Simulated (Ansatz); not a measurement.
# How the conductance of NiSi2/ZnS/CoSi2 changes with thickness, part 6 of 6

How fast does the current through NiSi2/ZnS/CoSi2 fall with each added layer? The lower electrode is NiSi2 fluorite(111), the upper one CoSi2 fluorite(111); the barrier is ZnS wurtzite(0001) (whole bilayers). In the first transport cell, after relaxation, the nearest pair of electrode and barrier is Si–S at 2.33 Å, along the normal, at the lower face and Si–Zn at 2.50 Å, along the normal, at the upper one. All share a net of side 3.84 Å, which strains the lower electrode by +0.0 %, the upper one by +1.3 % and the barrier by -0.3 %, against typed lattice constants near PBE's. The first steps treat the bulk electrodes alone.

Ansatz 0.2.0; PBE DFT, plane waves, PAW files (the session's first sound run).

So far, transmission at the Fermi level (a spin, zone mean): step 5 (T(E) of the junction) 0.0149; step 6 (conductance, 55 atoms) 0.0197. Also channels of the lower lead: step 5 1.16; step 6 1.06.

## Step 7: Conductance on a fine mesh, atomic planes in the barrier 8, gap between the electrodes 15.17 Å

Level of this step: PBE DFT, plane waves, PAW files; ballistic transmission by layer matching between semi-infinite leads (Ansatz).

System of this step: NiSi2/ZnS/CoSi2. The cell holds 59 atoms: 34 Si, 8 Ni, 4 S, 4 Zn and 9 Co. Cell: a = 3.840 Å, b = 3.840 Å, c = 79.624 Å, α = 90.0°, β = 90.0°, γ = 120.0°. Regions: left electrode, 25 atoms (17 Si and 8 Ni); barrier, 8 atoms (4 S and 4 Zn); right electrode, 26 atoms (17 Si and 9 Co). Vacuum lies along c.

Barrier layers are added or taken out in the middle, and the relaxed faces stay.

Input file input.yaml:

```yaml
crystal:
  lattice:
    - [3.84, 0.0, 0.0]
    - [-1.92, 3.3255375505, 0.0]
    - [0.0, 0.0, 79.6240780675]
  atoms:
    - { symbol: Si, position: [0.0, 0.0, 0.0879131058] }
    - { symbol: Si, position: [0.66666667, 0.33333333, 0.1075267367] }
    - { symbol: Ni, position: [0.0, 0.0, 0.1175804119] }
    - { symbol: Si, position: [0.33333333, 0.66666667, 0.1276340871] }
    - { symbol: Si, position: [0.0, 0.0, 0.147247718] }
    - { symbol: Ni, position: [0.33333333, 0.66666667, 0.1573013932] }
    - { symbol: Si, position: [0.66666667, 0.33333333, 0.1673550684] }
    - { symbol: Si, position: [0.33333333, 0.66666667, 0.1869686993] }
    - { symbol: Ni, position: [0.66666667, 0.33333333, 0.1970223745] }
    - { symbol: Si, position: [0.0, 0.0, 0.2070760497] }
    - { symbol: Si, position: [0.66666667, 0.33333333, 0.2266896806] }
    - { symbol: Ni, position: [0.0, 0.0, 0.2367433558] }
    - { symbol: Si, position: [0.33333333, 0.66666667, 0.246797031] }
    - { symbol: Si, position: [0.0, 0.0, 0.2664106619] }
    - { symbol: Ni, position: [0.33333333, 0.66666667, 0.2764643371] }
    - { symbol: Si, position: [0.66666667, 0.33333333, 0.2865180123] }
    - { symbol: Si, position: [0.33333333, 0.66666667, 0.3061316432] }
    - { symbol: Ni, position: [0.66666667, 0.33333333, 0.3161853184] }
    - { symbol: Si, position: [0.0, 0.0, 0.3262389937] }
    - { symbol: Si, position: [0.66666667, 0.33333333, 0.3458526245] }
    - { symbol: Ni, position: [0.0, 0.0, 0.3559062997] }
    - { symbol: Si, position: [0.33333333, 0.66666667, 0.365959975] }
    - { symbol: Si, position: [0.0, 0.0, 0.3855736058] }
    - { symbol: Ni, position: [0.33333333, 0.66666667, 0.3956272811] }
    - { symbol: Si, position: [0.66666667, 0.33333333, 0.4061689043] }
    - { symbol: S, position: [0.66666667, 0.33333333, 0.4354221628] }
    - { symbol: Zn, position: [0.0, 0.0, 0.4456685659] }
    - { symbol: S, position: [0.0, 0.0, 0.4750901878] }
    - { symbol: Zn, position: [0.66666667, 0.33333333, 0.4857424428] }
    - { symbol: S, position: [0.66666667, 0.33333333, 0.5149957014] }
    - { symbol: Zn, position: [0.0, 0.0, 0.5252421045] }
    - { symbol: S, position: [0.0, 0.0, 0.5546637263] }
    - { symbol: Zn, position: [0.66666667, 0.33333333, 0.5653159813] }
    - { symbol: Si, position: [0.66666667, 0.33333333, 0.5966662557] }
    - { symbol: Co, position: [0.0, 0.0, 0.6040876695] }
    - { symbol: Si, position: [0.33333333, 0.66666667, 0.6134602741] }
    - { symbol: Si, position: [0.0, 0.0, 0.6332149681] }
    - { symbol: Co, position: [0.33333333, 0.66666667, 0.6425875726] }
    - { symbol: Si, position: [0.66666667, 0.33333333, 0.6519601772] }
    - { symbol: Si, position: [0.33333333, 0.66666667, 0.6717148711] }
    - { symbol: Co, position: [0.66666667, 0.33333333, 0.6810874757] }
    - { symbol: Si, position: [0.0, 0.0, 0.6904600802] }
    - { symbol: Si, position: [0.66666667, 0.33333333, 0.7102147742] }
    - { symbol: Co, position: [0.0, 0.0, 0.7195873788] }
    - { symbol: Si, position: [0.33333333, 0.66666667, 0.7289599833] }
    - { symbol: Si, position: [0.0, 0.0, 0.7487146773] }
    - { symbol: Co, position: [0.33333333, 0.66666667, 0.7580872819] }
    - { symbol: Si, position: [0.66666667, 0.33333333, 0.7674598864] }
    - { symbol: Si, position: [0.33333333, 0.66666667, 0.7872145804] }
    - { symbol: Co, position: [0.66666667, 0.33333333, 0.7965871849] }
    - { symbol: Si, position: [0.0, 0.0, 0.8059597895] }
    - { symbol: Si, position: [0.66666667, 0.33333333, 0.8257144835] }
    - { symbol: Co, position: [0.0, 0.0, 0.835087088] }
    - { symbol: Si, position: [0.33333333, 0.66666667, 0.8444596926] }
    - { symbol: Si, position: [0.0, 0.0, 0.8642143866] }
    - { symbol: Co, position: [0.33333333, 0.66666667, 0.8735869911] }
    - { symbol: Si, position: [0.66666667, 0.33333333, 0.8829595957] }
    - { symbol: Si, position: [0.33333333, 0.66666667, 0.9027142896] }
    - { symbol: Co, position: [0.66666667, 0.33333333, 0.9120868942] }
kpoints:
  mp_grid: { grid: [8, 8, 1] }
scf:
  occupations: { method: fermi_dirac, width: 0.1 }
  max_iter: 150
hamiltonian:
  xc: pbe
output:
  transmission:
    kmesh: [24, 24]
    e_range: [-0.26, 0.27]
    de: 0.0375
    leads: [[10, 13], [45, 48]]
```

Started as:

```sh
$ ansatz run input.yaml --threads 8 --pin off --max-ram 24576MiB --backend cpu --events-out ev --progress --plain --runs-dir out
```

Numbers of over 12 decimals in the logs are rounded to 6 here.

Output:

```text
[...]
Crystal: 59 atoms, lattice volume = 1016.805 Å³
Basis set: ecut = 420 eV, 19839 PW (Γ)
Bands: 312, of which v1, the nominal top of the filled ones, is band 253 counted from 1 (252 counted from 0)
Symmetry: 6 space group operations
[...]
k-points: 10 of 64 (time reversal used)
[...]
SCF iter   1: F=—  HF=-131377.912777 eV  |F-HF|=—  |Δ(HF+E_count)|=         —  Δρ=1.31e-2  dr2=6.07e1  ethr=1.77e-3  ⟨swp⟩=8.6  Hψ=15609  notcnv=0  defer=129
[...]
SCF iter  13: F=-131377.604468 eV  HF=-131377.604468 eV  |F-HF|=5.35e-8  |Δ(HF+E_count)|=   1.36e-8  Δρ=1.96e-6  dr2=6.29e-8  ethr=1.98e-11  ⟨swp⟩=19.7  Hψ=14155  notcnv=0
SCF 1 converged in 13 iterations: F = -131377.604468 eV  dr2 = 6.29e-8
[...]
transmission: 362 of 3599 steps passed
transmission: 724 of 3599 steps passed
[...]
transmission: 3599 of 3599 steps passed
SCF converged after 13 iterations
Free energy (F): -131377.604468 eV
[...]
Internal energy: -131377.009266 eV  (E = F + TS)
E sigma→0 (E₀):  -131377.306867 eV
Entropy (-TS):   -0.595202 eV (-10.088 meV/atom)
Fermi energy:    8.722219 eV
[...]
--- Band table (eV; the first three rows and the last of 10) ---
  k-point 0: bands = [... 249 lower, 9.9618, 9.9618, 10.0462, 10.1389, 10.1389, 10.1771, 10.2651, 10.3696, ... 55 higher]
  k-point 1: bands = [... 249 lower, 9.5641, 9.5964, 9.6320, 9.6521, 9.7865, 9.8472, 10.0055, 10.0406, ... 55 higher]
  k-point 2: bands = [... 249 lower, 8.6750, 8.8125, 8.8395, 8.9293, 9.1294, 9.1509, 9.1642, 9.3708, ... 55 higher]
  k-point 9: bands = [... 249 lower, 8.0135, 8.1310, 8.1411, 8.2144, 8.2434, 8.2596, 8.2850, 8.4796, ... 55 higher]
--- Transmission ---
  basis      : 109 plane waves across, 59 finite elements along
  points     : 61, standing for a mesh of 24 x 24
[...]
filled         : 20.4 meV under the level at which it is neutral
    channels       : 1.060764e0 a spin
[...]
slowest decay  : 0.0364 /Å at (0.2083, 0.1667)
[...]
filled         : 9.4 meV over the level at which it is neutral
    channels       : 1.369792e0 a spin
[...]
slowest decay  : 0.1096 /Å at (0.4167, 0.0833)
  junction   : crystal 0 to crystal 1, 20.43 to 58.83 Å
    transmission   : 5.319973e-4 a spin
[...]
resistance     : 3.0600e0 Ω µm² beyond half of each lead's own
```

Wall time 4.5 min (8 threads of Arm Neoverse V2, shared host); peak memory 11 GiB.

Numbers from this step:

```yaml
free_energy: -131377.6045 eV
fermi_energy: 8.722 eV
transmission_at_the_fermi_level_a_spin_zone_mean: 5.32e-4
potential_step_in_the_lower_lead: 10.2 meV
potential_step_in_the_upper_lead: 4.7 meV
junction_conductance: 3.27e11 S/m²
error_estimates_by_source_in_the_log_s_order: 0.6, 0.7, 18.6, 6.9, 1.4 %
resistance_area_product_beyond_the_leads: 3.06 Ω um²
```

One spin. Transmission, zone mean against energy, zero at the Fermi level:

```
energy (eV)  transmission, zone mean
     -0.260                   5.4e-4
     -0.223                   5.4e-4
     -0.185                   5.3e-4
     -0.147                   5.6e-4
     -0.110                   6.0e-4
     -0.072                   5.5e-4
     -0.035                   5.0e-4
      0.003                   5.3e-4
      0.040                   5.5e-4
      0.077                   5.4e-4
      0.115                   6.0e-4
      0.152                   6.5e-4
      0.190                   7.1e-4
      0.228                   8.8e-4
      0.265                   7.9e-4
```

One spin. The open channels, zone mean by energy, zero at the Fermi level:

```
energy (eV)  lower lead  upper lead
     -0.260       0.842        1.60
     -0.223       0.852        1.55
     -0.185       0.915        1.47
     -0.147       0.967        1.45
     -0.110        1.01        1.42
     -0.072        1.01        1.39
     -0.035        1.01        1.35
      0.003        1.06        1.37
      0.040        1.06        1.28
      0.077        1.06        1.23
      0.115        1.15        1.21
      0.152        1.15        1.20
      0.190        1.19        1.20
      0.228        1.26        1.17
      0.265        1.28        1.14
```

Transmission over k1 and k2. At 0.0025 eV from the Fermi level.

Values in units of 1e-3, 12 rows by 16 columns, each cell a mean:
```
0.0 0.1 0.2 0.1 0.0 0.0 0.1 0.2 0.1 0.0 0.0 0.0 0.0 0.0 0.0 0.0
0.1 0.2 0.2 0.2 0.3 0.2 0.3 0.2 0.2 0.2 0.1 0.0 0.0 0.0 0.0 0.0
0.0 0.0 0.2 0.3 0.3 0.2 0.2 0.3 0.2 0.3 0.0 0.0 0.0 0.0 0.0 0.0
0.0 0.0 0.1 0.4 0.4 1.8 2.1 1.5 1.7 0.4 0.4 0.0 0.0 0.0 0.0 0.0
0.1 0.1 0.3 0.4 1.0 1.7 4.1 5.4 3.8 2.1 1.0 0.4 0.3 0.1 0.1 0.0
0.0 0.2 0.2 0.2 0.5 2.1 4.5 2.7 1.6 4.5 2.4 1.1 0.2 0.2 0.2 0.1
0.0 0.0 0.2 0.2 0.5 0.5 2.4 4.6 3.3 5.2 3.4 1.7 0.2 0.4 0.2 0.2
0.0 0.0 0.0 0.0 0.1 0.3 0.6 1.5 3.2 2.7 2.6 2.2 0.1 0.4 0.0 0.0
0.0 0.0 0.0 0.0 0.0 0.0 0.4 0.4 0.6 1.2 1.2 0.6 0.3 0.5 0.0 0.0
0.0 0.0 0.0 0.0 0.0 0.0 0.1 0.2 0.2 0.4 0.4 0.4 0.4 0.2 0.2 0.1
0.0 0.0 0.0 0.0 0.0 0.0 0.1 0.2 0.3 0.2 0.0 0.0 0.0 0.2 0.3 0.2
0.0 0.0 0.0 0.0 0.0 0.0 0.0 0.0 0.0 0.1 0.1 0.0 0.0 0.0 0.1 0.0
```
Columns: k1 (b1) from -0.5 to 0.458; rows upwards: k2 (b2) from -0.5 to 0.458.

G = 3.3e11 S/m² (1/G = 3.06 Ω µm²), 0.027 times the step before of this kind. The largest error estimate is 19 %, from the mesh across the current. In the worse lead the potential repeats within 10 meV, which the program lets pass, though it still puts 6.9 % of error on the junction's conductance through them.

## Step 8: Conductance on a fine mesh, atomic planes in the barrier 12, gap between the electrodes 21.5 Å

System of this step: NiSi2/ZnS/CoSi2. The cell holds 63 atoms: 34 Si, 8 Ni, 6 S, 6 Zn and 9 Co. Its edges and angles: a = 3.840 Å, b = 3.840 Å, c = 85.960 Å, α = 90.0°, β = 90.0°, γ = 120.0°. Regions: left electrode, 25 atoms (17 Si and 8 Ni); barrier, 12 atoms (6 S and 6 Zn); right electrode, 26 atoms (17 Si and 9 Co). Vacuum lies along c.

Barrier layers are added or taken out in the middle, and the relaxed faces stay.

Input file input.yaml:

```yaml
crystal:
  lattice:
    - [3.84, 0.0, 0.0]
    - [-1.92, 3.3255375505, 0.0]
    - [0.0, 0.0, 85.9600477117]
  atoms:
    - { symbol: Si, position: [0.0, 0.0, 0.0814331796] }
    - { symbol: Si, position: [0.66666667, 0.33333333, 0.0996011229] }
    - { symbol: Ni, position: [0.0, 0.0, 0.1089137587] }
    - { symbol: Si, position: [0.33333333, 0.66666667, 0.1182263946] }
    - { symbol: Si, position: [0.0, 0.0, 0.1363943379] }
    - { symbol: Ni, position: [0.33333333, 0.66666667, 0.1457069737] }
    - { symbol: Si, position: [0.66666667, 0.33333333, 0.1550196095] }
    - { symbol: Si, position: [0.33333333, 0.66666667, 0.1731875529] }
    - { symbol: Ni, position: [0.66666667, 0.33333333, 0.1825001887] }
    - { symbol: Si, position: [0.0, 0.0, 0.1918128245] }
    - { symbol: Si, position: [0.66666667, 0.33333333, 0.2099807679] }
    - { symbol: Ni, position: [0.0, 0.0, 0.2192934037] }
    - { symbol: Si, position: [0.33333333, 0.66666667, 0.2286060395] }
    - { symbol: Si, position: [0.0, 0.0, 0.2467739829] }
    - { symbol: Ni, position: [0.33333333, 0.66666667, 0.2560866187] }
    - { symbol: Si, position: [0.66666667, 0.33333333, 0.2653992545] }
    - { symbol: Si, position: [0.33333333, 0.66666667, 0.2835671979] }
    - { symbol: Ni, position: [0.66666667, 0.33333333, 0.2928798337] }
    - { symbol: Si, position: [0.0, 0.0, 0.3021924695] }
    - { symbol: Si, position: [0.66666667, 0.33333333, 0.3203604129] }
    - { symbol: Ni, position: [0.0, 0.0, 0.3296730487] }
    - { symbol: Si, position: [0.33333333, 0.66666667, 0.3389856845] }
    - { symbol: Si, position: [0.0, 0.0, 0.3571536279] }
    - { symbol: Ni, position: [0.33333333, 0.66666667, 0.3664662637] }
    - { symbol: Si, position: [0.66666667, 0.33333333, 0.3762308817] }
    - { symbol: S, position: [0.66666667, 0.33333333, 0.4033279321] }
    - { symbol: Zn, position: [0.0, 0.0, 0.4128190902] }
    - { symbol: S, position: [0.0, 0.0, 0.440072094] }
    - { symbol: Zn, position: [0.66666667, 0.33333333, 0.4499391894] }
    - { symbol: S, position: [0.66666667, 0.33333333, 0.4770362398] }
    - { symbol: Zn, position: [0.0, 0.0, 0.4865273978] }
    - { symbol: S, position: [0.0, 0.0, 0.5137804017] }
    - { symbol: Zn, position: [0.66666667, 0.33333333, 0.523647497] }
    - { symbol: S, position: [0.66666667, 0.33333333, 0.5507445474] }
    - { symbol: Zn, position: [0.0, 0.0, 0.5602357055] }
    - { symbol: S, position: [0.0, 0.0, 0.5874887094] }
    - { symbol: Zn, position: [0.66666667, 0.33333333, 0.5973558047] }
    - { symbol: Si, position: [0.66666667, 0.33333333, 0.6263953034] }
    - { symbol: Co, position: [0.0, 0.0, 0.6332696974] }
    - { symbol: Si, position: [0.33333333, 0.66666667, 0.6419514631] }
    - { symbol: Si, position: [0.0, 0.0, 0.660250072] }
    - { symbol: Co, position: [0.33333333, 0.66666667, 0.6689318378] }
    - { symbol: Si, position: [0.66666667, 0.33333333, 0.6776136035] }
    - { symbol: Si, position: [0.33333333, 0.66666667, 0.6959122124] }
    - { symbol: Co, position: [0.66666667, 0.33333333, 0.7045939782] }
    - { symbol: Si, position: [0.0, 0.0, 0.7132757439] }
    - { symbol: Si, position: [0.66666667, 0.33333333, 0.7315743528] }
    - { symbol: Co, position: [0.0, 0.0, 0.7402561185] }
    - { symbol: Si, position: [0.33333333, 0.66666667, 0.7489378843] }
    - { symbol: Si, position: [0.0, 0.0, 0.7672364932] }
    - { symbol: Co, position: [0.33333333, 0.66666667, 0.7759182589] }
    - { symbol: Si, position: [0.66666667, 0.33333333, 0.7846000247] }
    - { symbol: Si, position: [0.33333333, 0.66666667, 0.8028986336] }
    - { symbol: Co, position: [0.66666667, 0.33333333, 0.8115803993] }
    - { symbol: Si, position: [0.0, 0.0, 0.820262165] }
    - { symbol: Si, position: [0.66666667, 0.33333333, 0.8385607739] }
    - { symbol: Co, position: [0.0, 0.0, 0.8472425397] }
    - { symbol: Si, position: [0.33333333, 0.66666667, 0.8559243054] }
    - { symbol: Si, position: [0.0, 0.0, 0.8742229143] }
    - { symbol: Co, position: [0.33333333, 0.66666667, 0.8829046801] }
    - { symbol: Si, position: [0.66666667, 0.33333333, 0.8915864458] }
    - { symbol: Si, position: [0.33333333, 0.66666667, 0.9098850547] }
    - { symbol: Co, position: [0.66666667, 0.33333333, 0.9185668204] }
kpoints:
  mp_grid: { grid: [8, 8, 1] }
scf:
  occupations: { method: fermi_dirac, width: 0.1 }
  max_iter: 150
hamiltonian:
  xc: pbe
output:
  transmission:
    kmesh: [24, 24]
    e_range: [-0.26, 0.27]
    de: 0.0375
    leads: [[10, 13], [49, 52]]
```

Output:

```text
[...]
Crystal: 63 atoms, lattice volume = 1097.715 Å³
Basis set: ecut = 420 eV, 21395 PW (Γ)
Bands: 334, of which v1, the nominal top of the filled ones, is band 271 counted from 1 (270 counted from 0)
Symmetry: 6 space group operations
[...]
k-points: 10 of 64 (time reversal used)
[...]
channels       : 1.060764e0 a spin
[...]
slowest decay  : 0.0364 /Å at (0.2083, 0.1667)
[...]
filled         : 9.2 meV over the level at which it is neutral
    channels       : 1.369792e0 a spin
[...]
slowest decay  : 0.1093 /Å at (0.4167, 0.0833)
  junction   : crystal 0 to crystal 1, 20.43 to 65.17 Å
    transmission   : 2.486009e-5 a spin
[...]
resistance     : 6.5441e1 Ω µm² beyond half of each lead's own
[key lines of the parts left out:]
SCF converged after 13 iterations
Free energy (F): -139823.048489 eV
Fermi energy:    8.587607 eV
```

Wall time 4.7 min (8 threads); peak memory 12 GiB; 32 min of CPU time.

One spin. Transmission, zone mean against energy, zero at the Fermi level:

```
energy (eV)  transmission, zone mean
     -0.260                   1.6e-5
     -0.223                   1.7e-5
     -0.185                   1.9e-5
     -0.147                   2.0e-5
     -0.110                   2.1e-5
     -0.072                   2.2e-5
     -0.035                   2.3e-5
      0.003                   2.5e-5
      0.040                   2.7e-5
      0.077                   3.0e-5
      0.115                   3.4e-5
      0.152                   3.9e-5
      0.190                   4.6e-5
      0.228                   5.5e-5
      0.265                   6.0e-5
```

G = 1.5e10 S/m² (1/G = 65.4 Ω µm²), 0.047 times the step before of this kind. The largest error estimate is 25 %, from the mesh across the current. In the worse lead the potential repeats within 10 meV, which the program lets pass, though it still puts 6.9 % of error on the junction's conductance through them.

## Step 9: Comparing the runs

Times are for 8 threads of Arm Neoverse V2, shared host. Results by setting:

```
no.  gap between the electrodes (Å)  junction conductance (S/m²)  resistance-area product beyond the leads (Ω um²)     time  memory (GiB)
  1                            8.83                      1.19e13                                           0.08262  3.3 min           9.5
  2                           15.17                      3.27e11                                              3.06  4.5 min            11
  3                            21.5                      1.53e10                                             65.44  4.7 min            12
```

The runs together. The transmission, zone mean by energy, zero at the Fermi level:

```
energy (eV)    8.83   15.17    21.5
     -0.260  0.0215  5.4e-4  1.6e-5
     -0.223  0.0236  5.4e-4  1.7e-5
     -0.185  0.0226  5.3e-4  1.9e-5
     -0.147  0.0235  5.6e-4  2.0e-5
     -0.110  0.0245  6.0e-4  2.1e-5
     -0.072  0.0214  5.5e-4  2.2e-5
     -0.035  0.0179  5.0e-4  2.3e-5
      0.003  0.0197  5.3e-4  2.5e-5
      0.040  0.0207  5.5e-4  2.7e-5
      0.077  0.0183  5.4e-4  3.0e-5
      0.115  0.0187  6.0e-4  3.4e-5
      0.152  0.0195  6.5e-4  3.9e-5
      0.190  0.0202  7.1e-4  4.6e-5
      0.228  0.0240  8.8e-4  5.5e-5
      0.265  0.0209  7.9e-4  6.0e-5
```

## Step 10: Fit against thickness

This step: Fit of the logarithm of the conductance against the barrier's thickness, from PBE DFT, plane waves, PAW files (Ansatz 0.2.0).

No new run: the logarithm is fitted against the thickness.

This step gave:

| Item | Value |
| --- | --- |
| decay constant of the conductance | 0.53 Å⁻¹ |
| r.m.s. misfit of ln G | 0.13 |

From the end points alone, β = ln(1.19e+13 / 1.53e+10) / 12.67 Å = 6.66 / 12.67 Å = 0.53 Å⁻¹.

## Step 11: What came out

| Item | Value |
| --- | --- |
| 1/G at 8.83 Å gap | 0.0840 Ω um² |
| 1/G at 21.5 Å gap | 65.4 Ω um² |
| decay constant β | 0.53 Å⁻¹ |

A fit of ln G against d gives β = 0.53 Å⁻¹, and step by step the slopes are 0.57 and 0.48 Å⁻¹. They agree within a fifth, so G falls as one exponential, by a factor of ten every 4.3 Å. At the Fermi level the layers of the barrier in the wide-window run (4 planes) hold from 0.0073 to 0.049 states an eV and atom. A semilocal functional narrows gaps, which tends to make the decay too slow. The program's largest error estimate on these conductances is 25 %, from the mesh across the current, in the run that gave 1.5e10 S/m². No spin-orbit coupling, phonons, disorder or image charges enter; the interfaces are ordered, one cell wide and lattice-matched by strain. Semilocal gaps are too small, which can bring a band edge of the barrier nearer to the Fermi level than it is.

[Logs are printed without paths, hosts, clocks, repeated set-up lines and the standing remarks that a program may print on its own settings, such as how far it seeks lower states.]

[Hosts, paths, dates, database ids (printed as entryN), source tags and the programs' standing remarks are cut or masked in the printed files.]
